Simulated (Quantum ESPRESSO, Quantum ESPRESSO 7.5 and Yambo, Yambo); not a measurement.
## KI (Fm-3m): G0W0 with Yambo, start to end

Wanted: ground state, empty states, screening and self-energy for KI (Fm-3m).

Main program and level: Quantum ESPRESSO 7.5 and Yambo 5.3.0; PBE and many-body steps on it, plane waves.

## Step 1: The starting structure

Symmetry: Fm-3m, No. 225, cubic system. Conventional cell: a = 7.066 Å, b = 7.066 Å, c = 7.066 Å, α = 90.00°, β = 90.00°, γ = 90.00°. Nearest to K lie 6 I at 3.53 Å. I has 6 K at 3.53 Å nearest. Farther neighbours and most contacts between anions are not listed.

The cell and positions come from the Crystallography Open Database and are kept as given unless a step says otherwise. Spin-orbit coupling is left out unless a step names it.

## Step 2: Ground state

This step: Quantum ESPRESSO 7.5; DFT, PBE, plane waves, norm-conserving pseudopotentials.

The ground-state density comes first.

Contents of pw.in:

```
&control
  calculation = 'scf'
  prefix = 'x'
  outdir = 'o'
  pseudo_dir = 'pseudo'
/
&system
  ibrav = 0
  nat = 2
  ntyp = 2
  ecutwfc = 76.0
  nbnd = 22
  force_symmorphic = .true.
/
&electrons
  conv_thr = 1e-10
  electron_maxstep = 80
  mixing_beta = 0.5
/
ATOMIC_SPECIES
  K 39.098 K.upf
  I 126.9 I.upf
CELL_PARAMETERS angstrom
  0.0000000000 3.5327750000 3.5327750000
  3.5327750000 0.0000000000 3.5327750000
  3.5327750000 3.5327750000 -0.0000000000
ATOMIC_POSITIONS crystal
  K 0.0000000000 0.0000000000 0.0000000000
  I 0.5000000000 0.5000000000 0.5000000000
K_POINTS automatic
  6 6 6 0 0 0
```

Started as:

```
$ OMP_NUM_THREADS=1 mpirun -n 16 pw.x -nk 8 -in pw.in > pw.out
```

The program printed:

```text
Program PWSCF v.7.5 starts

     This program is part of the open-source Quantum ESPRESSO suite
     for quantum simulation of materials; please cite
         "P. Giannozzi et al., J. Phys.:Condens. Matter 21 395502 (2009);
         "P. Giannozzi et al., J. Phys.:Condens. Matter 29 465901 (2017);
         "P. Giannozzi et al., J. Chem. Phys. 152 154105 (2020);
     in publications or presentations arising from this work. More details at
     Message from routine setup:
     using ibrav=0 with symmetry is DISCOURAGED, use correct ibrav instead

     bravais-lattice index     =            0
     lattice parameter (alat)  =       9.4413  a.u.
     unit-cell volume          =     595.0789 (a.u.)^3
     number of atoms/cell      =            2
     number of atomic types    =            2
     number of electrons       =        34.00
     number of Kohn-Sham states=           22
     kinetic-energy cutoff     =      76.0000  Ry
     charge density cutoff     =     304.0000  Ry
     scf convergence threshold =      1.0E-10
     mixing beta               =       0.5000
     number of iterations used =            8  plain     mixing
     Exchange-correlation= PBE
                           (   1   4   3   4   0   0   0)

     celldm(1)=   9.441258  celldm(2)=   0.000000  celldm(3)=   0.000000
     celldm(4)=   0.000000  celldm(5)=   0.000000  celldm(6)=   0.000000

     crystal axes: (cart. coord. in units of alat)
               a(1) = (   0.000000   0.707107   0.707107 )
               a(2) = (   0.707107   0.000000   0.707107 )
               a(3) = (   0.707107   0.707107  -0.000000 )

     reciprocal axes: (cart. coord. in units 2 pi/alat)
               b(1) = ( -0.707107  0.707107  0.707107 )
               b(2) = (  0.707107 -0.707107  0.707107 )
               b(3) = (  0.707107  0.707107 -0.707107 )
     Pseudo is Norm-conserving + core correction, Zval =  9.0
     Generated using ONCVPSP code by D. R. Hamann
     Using radial grid of 2222 points,  6 beta functions with:
     Pseudo is Norm-conserving + core correction, Zval = 25.0
     Generated using ONCVPSP code by D. R. Hamann
     Using radial grid of 1188 points,  8 beta functions with:
     K                 9.00    39.09800     K ( 1.00)
     I                25.00   126.90000     I ( 1.00)

     48 Sym. Ops., with inversion, found

   Cartesian axes

     site n.     atom                  positions (alat units)
         1        K      tau(   1) = (   0.0000000   0.0000000   0.0000000  )
         2        I      tau(   2) = (   0.7071068   0.7071068   0.7071068  )

     number of k points=    16
                       cart. coord. in units 2pi/alat
        k(    1) = (   0.0000000   0.0000000   0.0000000), wk =   0.0092593
        k(    2) = (   0.1178511   0.1178511  -0.1178511), wk =   0.0740741
        k(    3) = (   0.2357023   0.2357023  -0.2357023), wk =   0.0740741
        k(    4) = (  -0.3535534  -0.3535534   0.3535534), wk =   0.0370370
        k(    5) = (   0.2357023   0.0000000  -0.0000000), wk =   0.0555556
        k(    6) = (   0.3535534   0.1178511  -0.1178511), wk =   0.2222222
        k(    7) = (  -0.2357023  -0.4714045   0.4714045), wk =   0.2222222
        k(    8) = (  -0.1178511  -0.3535534   0.3535534), wk =   0.2222222
        k(    9) = (   0.0000000  -0.2357023   0.2357023), wk =   0.1111111
        k(   10) = (   0.4714045   0.0000000  -0.0000000), wk =   0.0555556
     [... 4 further rows ...]
        k(   15) = (  -0.1178511  -0.3535534   0.5892557), wk =   0.2222222
        k(   16) = (  -0.7071068   0.2357023   0.0000000), wk =   0.1111111

     Dense  grid:    53377 G-vectors     FFT dimensions: (  54,  54,  54)

     Initial potential from superposition of free atoms

     starting charge      33.9807, renormalised to      34.0000
     Starting wfcs are   18 randomized atomic wfcs +    4 random wfcs

     per-process dynamical memory:    23.8 Mb

     Self-consistent Calculation

     iteration #  1     ecut=    76.00 Ry     beta= 0.50

     Threshold (ethr) on eigenvalues was too large:
     Diagonalizing with lowered threshold

     total energy              =    -685.65862190 Ry
     estimated scf accuracy    <       0.02471495 Ry

     iteration #  2     ecut=    76.00 Ry     beta= 0.50

     total energy              =    -685.66145521 Ry
     estimated scf accuracy    <       0.00235853 Ry

     iteration #  3     ecut=    76.00 Ry     beta= 0.50

     total energy              =    -685.66198337 Ry
     estimated scf accuracy    <       0.00023916 Ry

     iteration #  4     ecut=    76.00 Ry     beta= 0.50

     total energy              =    -685.66204324 Ry
     estimated scf accuracy    <       0.00002914 Ry

     iteration #  5     ecut=    76.00 Ry     beta= 0.50

     total energy              =    -685.66205055 Ry
     estimated scf accuracy    <       0.00000046 Ry

     iteration #  6     ecut=    76.00 Ry     beta= 0.50

     total energy              =    -685.66205106 Ry
     estimated scf accuracy    <       0.00000005 Ry

     iteration #  7     ecut=    76.00 Ry     beta= 0.50

     total energy              =    -685.66205108 Ry
     estimated scf accuracy    <          3.1E-09 Ry

     iteration #  8     ecut=    76.00 Ry     beta= 0.50

     total energy              =    -685.66205108 Ry
     estimated scf accuracy    <          1.1E-10 Ry

     iteration #  9     ecut=    76.00 Ry     beta= 0.50

     End of self-consistent calculation

          k = 0.0000 0.0000 0.0000 (  6615 PWs)   bands (ev):

  -170.5834-117.4416-117.4416-117.4416 -39.8304 -39.8304 -39.8214 -39.8214
   -39.8214 -25.6599  -9.1471  -9.1471  -9.1471  -7.6826   2.8347   2.8347
     2.8347   6.8023   9.3581   9.3581   9.3583  10.0787

          k = 0.1179 0.1179-0.1179 (  6645 PWs)   bands (ev):

  -170.5835-117.4417-117.4417-117.4417 -39.8371 -39.8371 -39.8300 -39.8300
   -39.8268 -25.6594  -9.1881  -9.1477  -9.1477  -7.6103   2.4191   2.7447
     2.7447   7.4248   9.2753   9.6482   9.6482  10.3944

          k = 0.2357 0.2357-0.2357 (  6634 PWs)   bands (ev):

  -170.5835-117.4417-117.4416-117.4416 -39.8338 -39.8338 -39.8314 -39.8249
   -39.8249 -25.6584  -9.2613  -9.1488  -9.1488  -7.4724   1.7847   2.5779
     2.5779   8.1956   9.8647  10.3544  10.3544  11.2227

          k =-0.3536-0.3536 0.3536 (  6658 PWs)   bands (ev):

     [... further k-points ...]

     highest occupied, lowest unoccupied level (ev):     2.8347    6.8023

!    total energy              =    -685.66205108 Ry
     estimated scf accuracy    <          2.3E-11 Ry

     The total energy is the sum of the following terms:
     one-electron contribution =    -589.30598508 Ry
     hartree contribution      =     274.97326881 Ry
     xc contribution           =     -92.17226871 Ry
     ewald contribution        =    -279.15706610 Ry

     convergence has been achieved in   9 iterations

     XML data file, charge density, pseudopotentials, collected wavefunctions

=------------------------------------------------------------------------------=
   JOB DONE.
=------------------------------------------------------------------------------=
```

Wall time 4.9 s (16 MPI ranks of Intel Xeon 6975P-C (Granite Rapids), shared host); peak memory 1.1 GiB.

This step gave:

```
total energy               : -9328.9075 eV
gap                        : 3.968 eV
k of the valence top       : 0, 0, 0
k of the conduction bottom : 0, 0, 0
least direct gap           : 3.968 eV
```

The gap is direct, at Γ.

## Step 3: Bands along the symmetry lines

Levels along a band path, at the cheap level, show where the edges lie and whether the meshes to come will hold them.

Contents of pw.in:

```
&control
  calculation = 'bands'
  prefix = 'x'
  outdir = 'o'
  pseudo_dir = 'pseudo'
/
&system
  ibrav = 0
  nat = 2
  ntyp = 2
  ecutwfc = 76.0
  nbnd = 23
  force_symmorphic = .true.
/
&electrons
  conv_thr = 1e-9
  electron_maxstep = 80
  diago_full_acc = .true.
  diago_thr_init = 5e-6
/
ATOMIC_SPECIES
  K 39.098 K.upf
  I 126.9 I.upf
CELL_PARAMETERS angstrom
  0.0000000000 3.5327750000 3.5327750000
  3.5327750000 0.0000000000 3.5327750000
  3.5327750000 3.5327750000 -0.0000000000
ATOMIC_POSITIONS crystal
  K 0.0000000000 0.0000000000 0.0000000000
  I 0.5000000000 0.5000000000 0.5000000000
K_POINTS crystal
  50
  0.00000000 0.00000000 0.00000000 1
  0.06250000 0.00000000 0.06250000 1
  0.12500000 0.00000000 0.12500000 1
  0.18750000 0.00000000 0.18750000 1
  0.25000000 0.00000000 0.25000000 1
  0.31250000 0.00000000 0.31250000 1
  0.37500000 0.00000000 0.37500000 1
  0.43750000 0.00000000 0.43750000 1
  0.50000000 0.00000000 0.50000000 1
  0.51562500 0.03125000 0.51562500 1
  0.53125000 0.06250000 0.53125000 1
  0.54687500 0.09375000 0.54687500 1
  0.56250000 0.12500000 0.56250000 1
  0.57812500 0.15625000 0.57812500 1
  0.59375000 0.18750000 0.59375000 1
  0.60937500 0.21875000 0.60937500 1
  0.62500000 0.25000000 0.62500000 1
  0.37500000 0.37500000 0.75000000 1
  0.32812500 0.32812500 0.65625000 1
  0.28125000 0.28125000 0.56250000 1
  0.23437500 0.23437500 0.46875000 1
  0.18750000 0.18750000 0.37500000 1
  0.14062500 0.14062500 0.28125000 1
  0.09375000 0.09375000 0.18750000 1
  0.04687500 0.04687500 0.09375000 1
  0.00000000 0.00000000 0.00000000 1
  0.06250000 0.06250000 0.06250000 1
  0.12500000 0.12500000 0.12500000 1
  0.18750000 0.18750000 0.18750000 1
  0.25000000 0.25000000 0.25000000 1
  0.31250000 0.31250000 0.31250000 1
  0.37500000 0.37500000 0.37500000 1
  0.43750000 0.43750000 0.43750000 1
  0.50000000 0.50000000 0.50000000 1
  0.50000000 0.46875000 0.53125000 1
  0.50000000 0.43750000 0.56250000 1
  0.50000000 0.40625000 0.59375000 1
  0.50000000 0.37500000 0.62500000 1
  0.50000000 0.34375000 0.65625000 1
  0.50000000 0.31250000 0.68750000 1
  0.50000000 0.28125000 0.71875000 1
  0.50000000 0.25000000 0.75000000 1
  0.50000000 0.21875000 0.71875000 1
  0.50000000 0.18750000 0.68750000 1
  0.50000000 0.15625000 0.65625000 1
  0.50000000 0.12500000 0.62500000 1
  0.50000000 0.09375000 0.59375000 1
  0.50000000 0.06250000 0.56250000 1
  0.50000000 0.03125000 0.53125000 1
  0.50000000 0.00000000 0.50000000 1
```

Started as:

```
$ OMP_NUM_THREADS=1 mpirun -n 16 pw.x -nk 16 -in pw.in > pw.out
```

The program printed:

```text
[banner, memory and clock lines left out]
Program PWSCF v.7.5 starts

     Atomic positions and unit cell read from directory:
     o/x.save/

     Message from routine setup:
     using ibrav=0 with symmetry is DISCOURAGED, use correct ibrav instead

     G-vector sticks info

     bravais-lattice index     =            0
     lattice parameter (alat)  =       9.4413  a.u.
     unit-cell volume          =     595.0789 (a.u.)^3
     number of atoms/cell      =            2
     number of atomic types    =            2
     number of electrons       =        34.00
     number of Kohn-Sham states=           23
     kinetic-energy cutoff     =      76.0000  Ry
     charge density cutoff     =     304.0000  Ry
     Exchange-correlation= PBE
                           (   1   4   3   4   0   0   0)

     celldm(1)=   9.441258  celldm(2)=   0.000000  celldm(3)=   0.000000
     celldm(4)=   0.000000  celldm(5)=   0.000000  celldm(6)=   0.000000

     crystal axes: (cart. coord. in units of alat)
               a(1) = (   0.000000   0.707107   0.707107 )
               a(2) = (   0.707107   0.000000   0.707107 )
               a(3) = (   0.707107   0.707107  -0.000000 )

     reciprocal axes: (cart. coord. in units 2 pi/alat)
               b(1) = ( -0.707107  0.707107  0.707107 )
               b(2) = (  0.707107 -0.707107  0.707107 )
               b(3) = (  0.707107  0.707107 -0.707107 )
     Pseudo is Norm-conserving + core correction, Zval =  9.0
     Generated using ONCVPSP code by D. R. Hamann
     Using radial grid of 2222 points,  6 beta functions with:
     Pseudo is Norm-conserving + core correction, Zval = 25.0
     Generated using ONCVPSP code by D. R. Hamann
     Using radial grid of 1188 points,  8 beta functions with:
     K                 9.00    39.09800     K ( 1.00)
     I                25.00   126.90000     I ( 1.00)

     48 Sym. Ops., with inversion, found

   Cartesian axes

     site n.     atom                  positions (alat units)
         1        K      tau(   1) = (   0.0000000   0.0000000   0.0000000  )
         2        I      tau(   2) = (   0.7071068   0.7071068   0.7071068  )

     number of k points=    50
                       cart. coord. in units 2pi/alat
        k(    1) = (   0.0000000   0.0000000   0.0000000), wk =   0.0400000
        k(    2) = (   0.0000000   0.0883883   0.0000000), wk =   0.0400000
        k(    3) = (   0.0000000   0.1767767   0.0000000), wk =   0.0400000
[...]
[... 38 further rows ...]
        k(   49) = (   0.0441942   0.7071068   0.0000000), wk =   0.0400000
        k(   50) = (   0.0000000   0.7071068   0.0000000), wk =   0.0400000

     Dense  grid:    53377 G-vectors     FFT dimensions: (  54,  54,  54)

     The potential is recalculated from file :
     o/x.save/charge-density

     Starting wfcs are   18 randomized atomic wfcs +    5 random wfcs

     Band Structure Calculation

     End of band structure calculation

          k = 0.0000 0.0000 0.0000 (  6615 PWs)   bands (ev):

  -170.5834-117.4416-117.4416-117.4416 -39.8303 -39.8303 -39.8214 -39.8214
   -39.8214 -25.6599  -9.1471  -9.1471  -9.1471  -7.6826   2.8348   2.8348
     2.8348   6.8023   9.3581   9.3581   9.3581  10.0788  10.0788

          k = 0.0000 0.0884 0.0000 (  6647 PWs)   bands (ev):

  -170.5835-117.4416-117.4416-117.4416 -39.8387 -39.8333 -39.8308 -39.8308
   -39.8263 -25.6598  -9.1544  -9.1478  -9.1478  -7.6681   2.7413   2.8173
     2.8173   6.9381   9.2512   9.4527   9.4527  10.1051  10.1695

          k = 0.0000 0.1768 0.0000 (  6651 PWs)   bands (ev):

  -170.5835-117.4417-117.4417-117.4416 -39.8457 -39.8354 -39.8304 -39.8275
   -39.8275 -25.6595  -9.1723  -9.1498  -9.1498  -7.6310   2.5166   2.7694
     2.7694   7.2817   8.9915   9.7302   9.7302  10.1828  10.4245

          k =-0.0000 0.2652 0.0000 (  6651 PWs)   bands (ev):

[...]
k = 0.0000 0.4419-0.0000 (  6674 PWs)   bands (ev):

[...]
k =-0.0000 0.5303 0.0000 (  6678 PWs)   bands (ev):

[...]
k = 0.0000 0.6187-0.0000 (  6670 PWs)   bands (ev):

[...]
k = 0.4640 0.4640-0.0000 (  6663 PWs)   bands (ev):

[...]
k = 0.3315 0.3315-0.0000 (  6641 PWs)   bands (ev):

[...]
k = 0.3094 0.7071-0.0000 (  6674 PWs)   bands (ev):

[...]
k = 0.2210 0.7071-0.0000 (  6660 PWs)   bands (ev):

[...]
k = 0.1768 0.7071-0.0000 (  6678 PWs)   bands (ev):

[...]
k = 0.0442 0.7071 0.0000 (  6690 PWs)   bands (ev):

  -170.5836-117.4418-117.4417-117.4417 -39.8507 -39.8459 -39.8452 -39.8434
   -39.8249 -25.6572  -9.1921  -9.1667  -9.1657  -7.5390   1.8475   2.4610
     2.4622   7.8197   8.6508  10.9697  11.5276  11.5563  12.4551

          k = 0.0000 0.7071 0.0000 (  6710 PWs)   bands (ev):

  -170.5836-117.4418-117.4417-117.4417 -39.8536 -39.8502 -39.8481 -39.8481
   -39.8325 -25.6572  -9.1923  -9.1654  -9.1654  -7.5413   1.8429   2.4704
     2.4704   7.7921   8.6215  10.9555  11.5438  11.6391  12.4158

     XML data file, pseudopotentials, collected wavefunctions
```

Elapsed: 4.4 s, on 16 MPI ranks; peak memory 1.3 GiB.

Numbers from this step:

```
gap                        : 3.968 eV
k of the valence top       : 0, 0, 0
k of the conduction bottom : 0, 0, 0
least direct gap           : 3.968 eV
```

The gap is 3.968 eV, as in the run before at this level.

Electronic bands along the path, in eV, zero at the top of the highest filled band:

```csv
point,band 14,band 15,band 16,band 17,band 18,band 19,band 20,band 21
Γ,-10.52,0.00,0.00,0.00,3.97,6.52,6.52,6.52
halfway,-10.39,-0.78,-0.20,-0.20,5.30,5.55,7.63,7.91
X,-10.38,-0.99,-0.36,-0.36,4.96,5.79,8.12,8.71
halfway,-10.36,-0.96,-0.49,-0.37,5.16,6.02,8.23,8.34
U,-10.32,-0.85,-0.75,-0.38,5.63,6.66,7.63,8.28
jump to K,-10.32,-0.85,-0.75,-0.38,5.63,6.66,7.63,8.28
halfway,-10.34,-0.87,-0.30,-0.24,5.55,6.31,7.22,7.43
Γ,-10.52,0.00,0.00,0.00,3.97,6.52,6.52,6.52
halfway,-10.38,-0.76,-0.18,-0.18,5.06,6.59,7.13,7.13
L,-10.24,-1.31,-0.33,-0.33,5.54,7.71,8.19,8.19
halfway,-10.28,-1.10,-0.54,-0.39,6.05,6.87,7.40,8.28
W,-10.32,-0.72,-0.72,-0.60,6.48,6.48,6.66,8.19
halfway,-10.35,-0.92,-0.48,-0.48,5.38,6.19,7.89,8.33
X,-10.38,-0.99,-0.36,-0.36,4.96,5.79,8.12,8.71
```

The electronic bands as a text plot (rows in eV, shown from -8.0 to 7.2 only):

```
    6.9 |++++             ++++  ++++++++ ++++++      ++++++++
    6.3 |++++          +++ ++++++++++++++++++         +++++++++
    5.7 |    ++++++++++  ++     +              +++++++      ++ ++
    5.0 |    ++++++++++++        ++        ++++               +++
    4.4 | +++                      +++  +++
    3.8 |+                            ++
    3.1 |
    2.5 |
    1.8 |
    1.2 |
    0.6 |
   -0.1 |****************  ***************************          *
   -0.7 |    **********************        ****     *************
   -1.3 |                   **                 ********
   -2.0 |
   -2.6 |
   -3.2 |
   -3.9 |
   -4.5 |
   -5.1 |
   -5.8 |
   -6.4 |
   -7.0 |
   -7.7 |
         Γ           X  U|K            Γ         L        W     X
```

[end of part 1 of 2]

[Paths, hosts, dates, memory and timing lines, banners, echoed tables and standing remarks are left out of the program output.]

[Logs are printed without paths, hosts, clocks, repeated set-up lines and the standing remarks that a program may print on its own settings, such as how far it seeks lower states.]

[Runs of the session that timed out or met a known fault of the program may be left out.]

[Hosts, paths, dates, database ids (printed as entryN), source tags and the programs' standing remarks are cut or masked in the printed files.]
